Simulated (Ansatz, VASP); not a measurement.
**One calculation of KCl, two programs**

POSCAR

```
KCl
1.0
    0.0000000000      3.4718533165      3.4718533165
    3.4718533165      0.0000000000      3.4718533165
    3.4718533165      3.4718533165      0.0000000000
K Cl
1 1
Direct
    0.0000000000      0.0000000000      0.0000000000
    0.2500000000      0.2500000000      0.2500000000
```

Contents of INCAR.step1:

```
ALGO = Normal
EDIFF = 1E-4
ENCUT = 520
GGA = PE
ISMEAR = 0
LASPH = T
LCHARG = F
LREAL = F
LWAVE = T
NBANDS = 15
NELM = 100
PREC = Accurate
SIGMA = 0.01
```

INCAR.step2

```
ALGO = Normal
EDIFF = 1E-6
ENCUT = 520
ISIF = 2
ISMEAR = 0
ISTART = 1
LASPH = T
LCHARG = F
LMIXTAU = T
LREAL = F
LWAVE = F
METAGGA = R2SCAN
NBANDS = 15
NELM = 100
PREC = Accurate
SIGMA = 0.01
```

The input KPOINTS:

```
k-points
0
Gamma
  6 6 6
```

Input for Ansatz:

```yaml
crystal:
  lattice:
    - [0.0, 3.4718533165, 3.4718533165]
    - [3.4718533165, 0.0, 3.4718533165]
    - [3.4718533165, 3.4718533165, 0.0]
  atoms:
    - { symbol: K, position: [0.0, 0.0, 0.0] }
    - { symbol: Cl, position: [0.25, 0.25, 0.25] }
kpoints:
  mp_grid: { grid: [6, 6, 6] }
hamiltonian:
  xc: r2scan
scf:
  occupations: { method: fixed }
  n_extra_bands: 4
output:
  forces: true
  stress: true
  eigenvalues: true
```

Alike in both runs: task single point; functional r2SCAN; k mesh 6 × 6 × 6; no spin polarisation.

```csv
,VASP,Ansatz
version,VASP 6.6.1,Ansatz 0.2.0
potentials or method,"VASP PAW PBE potentials, release 64 (K_sv, Cl)","plane waves, PAW"
plane-wave cutoff (eV),520,500
occupations,"gaussian, width 0.01 eV",fixed
valence electrons in the cell,16,16
```

|  | VASP | Ansatz | Ansatz less VASP |
| --- | --- | --- | --- |
| gap on the k mesh at the Fermi level (eV) | 5.40 | 5.40 | -0.002 |
| pressure (GPa) | 0.4 | 0.4 | +0.01 |

Caveats: the PAW data sets were made with another functional, which shifts forces and pressure a little (VASP). A k mesh can miss the band edges. r2SCAN opens gaps a little over a GGA but as a rule still falls short of measured ones.
